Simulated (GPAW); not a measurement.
## KF (Carobbiite): one start, several treatments of the self-energy

How much does the gap of KF (Carobbiite) depend on the approximation to the self-energy?

Program: GPAW 26.7.0. Level of theory: PBE and many-body steps on it, plane waves. Results are calculated unless marked as measured.

Most raw output is cut from this account.

### 1. The structure

Symmetry: Fm-3m, No. 225, cubic system. The conventional cell has a = 5.344 Å, b = 5.344 Å, c = 5.344 Å, α = 90.00°, β = 90.00°, γ = 90.00°. K has 6 F at 2.67 Å nearest. Nearest to F lie 6 K at 2.67 Å. Farther neighbours and most contacts between anions are not listed.

Coordinates:

```cif
data_structure
_symmetry_space_group_name_H-M 'P 1'
_symmetry_Int_Tables_number 1
_cell_length_a 3.7786
_cell_length_b 3.7786
_cell_length_c 3.7786
_cell_angle_alpha 60.000
_cell_angle_beta 60.000
_cell_angle_gamma 60.000
_cell_volume 38.15
loop_
_atom_site_label
_atom_site_type_symbol
_atom_site_fract_x
_atom_site_fract_y
_atom_site_fract_z
_atom_site_occupancy
K1 K 0.00000 0.00000 0.00000 1
F2 F 0.50000 0.50000 0.50000 1
```

The cell and positions come from the Crystallography Open Database and are kept as given unless a step says otherwise.

### 2. Empty states on the mesh, 6×6×6 mesh, 210 bands

This step: GPAW 26.7.0; DFT, PBE, plane waves, PAW.

The sums over transitions need many empty states on a uniform mesh; this step solves for them.

File run.py:

```python
import json
import numpy as np
from gpaw.mpi import world
from gpaw import GPAW

calc = GPAW('gs.gpw').fixed_density(kpts={'size': (6, 6, 6), 'gamma': True},
    parallel={'domain': 1, 'band': 1},
    txt='nscf.txt')
calc.diagonalize_full_hamiltonian(nbands=210)
calc.write('full.gpw', mode='all')
res = {}
kpts = calc.get_ibz_k_points()
res['kpts'] = kpts
res['eigenvalues'] = [calc.get_eigenvalues(kpt=k) for k in range(len(kpts))]
res['n_electrons'] = calc.get_number_of_electrons()

if world.rank == 0:
    with open('result.json', 'w') as f:
        json.dump(res, f, default=lambda x: x.tolist())
```

Started as:

```sh
$ mpirun -n 4 gpaw python run.py
```

Run time: 10 s. Hardware: 4 MPI ranks of Intel Xeon Platinum 8559C (Emerald Rapids), shared host; peak memory 1.3 GiB.

Numbers from this step:

```yaml
gap: 6.182 eV
k_of_the_valence_top: 0, 0, 0
k_of_the_conduction_bottom: 0, 0, 0
least_direct_gap: 6.182 eV
k_points_computed: 16
lowest_point_of_the_top_converged_band_above_the_valence_top: 168.1945 eV
```

On this mesh the gap is 6.182 eV.

### 3. G0W0, Godby-Needs plasmon pole

Now the one-shot GW correction: screening in the RPA, then the self-energy of the levels asked for.

This step: G0W0 with a vertex from the rALDA kernel on PBE, plane waves, PAW.

File run.py:

```python
import json
import numpy as np
from gpaw.mpi import world
from gpaw.response.g0w0 import G0W0

gw = G0W0('full.gpw',
    filename='gw',
    kpts=[0],
    bands=(6, 10),
    ecut=175,
    nbands=200,
    integrate_gamma='WS',
    ppa=True,
    xc='rALDA',
    fxc_mode=None,
    fxc_modes=['GWP', 'GWS', 'GWG'],
    do_GW_too=True)
gw.calculate()
res = {mode: {k: v for k, v in r.items() if k != 'sigma_eskwn'}
       for mode, r in gw.all_results.items()}

if world.rank == 0:
    with open('result.json', 'w') as f:
        json.dump(res, f, default=lambda x: x.tolist())
```

Started as:

```sh
$ mpirun -n 4 gpaw python run.py
```

Wall time 10 min (4 MPI ranks); peak memory 3.4 GiB.

This step gave:

* gap with the vertex in the polarisability: 9.248 eV
* gap with the vertex in the self-energy: 10.06 eV
* gap with the vertex in both: 9.732 eV
* G0W0 gap on the points computed: 9.614 eV
* least direct G0W0 gap on the computed points: 9.614 eV
* Z at the valence top: 0.8048
* Z at the conduction bottom: 0.8997
* starting gap on the mesh: 6.182 eV
* k of the valence top: 0, 0, 0
* k of the conduction bottom: 0, 0, 0

The gap on the mesh goes from 6.18 eV to 9.61 eV, a correction of +3.43 eV.

### 4. G0W0 with rALDA vertex

run.py, as its differences from that of step 3:

```diff
@@ -9,4 +9,4 @@
     bands=(6, 10),
-    ecut=175,
-    nbands=200,
+    ecut=105,
+    nbands=93,
     integrate_gamma='WS',
@@ -14,5 +14,3 @@
     xc='rALDA',
-    fxc_mode=None,
-    fxc_modes=['GWP', 'GWS', 'GWG'],
-    do_GW_too=True)
+    fxc_mode='GWG')
 gw.calculate()
```

Started as:

```sh
$ mpirun -n 4 gpaw python run.py
```

It took 2.2 min on 4 MPI ranks; peak memory 2.3 GiB.

Numbers from this step:

```
quasiparticle gap on the points computed              : 9.668 eV
least direct quasiparticle gap on the computed points : 9.668 eV
Z at the valence top                                  : 0.8057
Z at the conduction bottom                            : 0.9112
starting gap on the mesh                              : 6.182 eV
k of the valence top                                  : 0, 0, 0
k of the conduction bottom                            : 0, 0, 0
```

Against G0W0 in GPAW (6×6×6 mesh, 200 bands, screening to 175 eV, Godby-Needs plasmon pole), the gap moves by +0.054 eV.

### 5. Side by side

Times are wall times on 4 MPI ranks of Intel Xeon Platinum 8559C (Emerald Rapids), shared host, good to a factor of about two.

```csv
run,mesh,bands,screening cutoff (eV),DFT gap (eV),gap on the mesh (eV),direct (eV),time
"G0W0, Godby-Needs plasmon pole",6×6×6,200,175,6.182,9.614,9.614,10 min
G0W0 with rALDA vertex,6×6×6,93,105,6.182,9.668,9.668,2.2 min
```

### 6. Results

* G0W0, Godby-Needs plasmon pole: 9.614 eV
* G0W0 with rALDA vertex: 9.668 eV
* known limits: not at the basis limit

What this shows: G0W0 with rALDA vertex: +0.054 eV against G0W0, Godby-Needs plasmon pole, at other bands or cutoff, so not like for like. With the rALDA kernel as a vertex the gap is 9.25 eV (in the polarisability), 10.06 eV (in the self-energy) and 9.73 eV (in both), against 9.61 eV without. Bands and cutoff are finite, so the gap is not at the basis limit. The miss can reach some tenths of an eV and take either sign; the mesh is an error of its own. These stock PAW sets were not made for GW. In the G0W0 runs levels were corrected at 1 k point alone, so a gap called «on the mesh» is the least over those, and an edge elsewhere would be missed.

[Paths, hosts, dates, memory and timing lines, banners, echoed tables and standing remarks are left out of the program output.]

[Logs are printed without paths, hosts, clocks, repeated set-up lines and the standing remarks that a program may print on its own settings, such as how far it seeks lower states.]

[Runs of the session that timed out or met a known fault of the program may be left out.]

[Hosts, paths, dates, database ids (printed as entryN), source tags and the programs' standing remarks are cut or masked in the printed files.]
